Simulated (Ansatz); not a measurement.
The system is SnO2.

```
CELL_PARAMETERS angstrom
-3.24890 3.41447 3.41402
3.24890 -3.41447 3.41402
3.24890 3.41447 -3.41402
ATOMIC_POSITIONS crystal
Sn 0.50000 0.00000 0.00000
Sn 0.50000 0.50000 0.50000
Sn 0.00360 0.75360 0.25000
Sn 0.99640 0.24640 0.75000
O 0.80650 0.80377 0.49728
O 0.80650 0.30922 0.00272
O 0.30244 0.24594 0.05649
O 0.68944 0.24594 0.44350
O 0.31056 0.75406 0.55649
O 0.19350 0.69078 0.99728
O 0.69756 0.75406 0.94351
O 0.19350 0.19623 0.50272
```

The cell is a database's computed one.

Base run:

- Program: Ansatz 0.2.0
- Functional: BLYP
- Potentials or basis: Ansatz PAW
- Cutoff: 420 eV (not typed: the program's choice for these potentials)
- k mesh: 6 × 6 × 6
- Occupations: fermi-dirac, width 0.05 eV
- Spin: no spin polarisation

Its results: band gap on the k mesh 0.65 eV; pressure 4.3 GPa; largest force 0.064 eV/Å.

**Question.** The run is repeated on the same cell with these changes: functional from BLYP to PBE; occupations from fermi-dirac, width 0.05 eV to gaussian, width 0.012 eV. What comes out?

**Answer.** Band gap on the k mesh 0.63 eV; pressure -0.8 GPa; largest force 0.059 eV/Å.

Caveats: spin-orbit coupling is left out, which moves the levels of the heavy elements; the PAW data sets come from PBE, with cores solved anew for the run's functional, which leaves a small shift of forces and pressure (some runs).
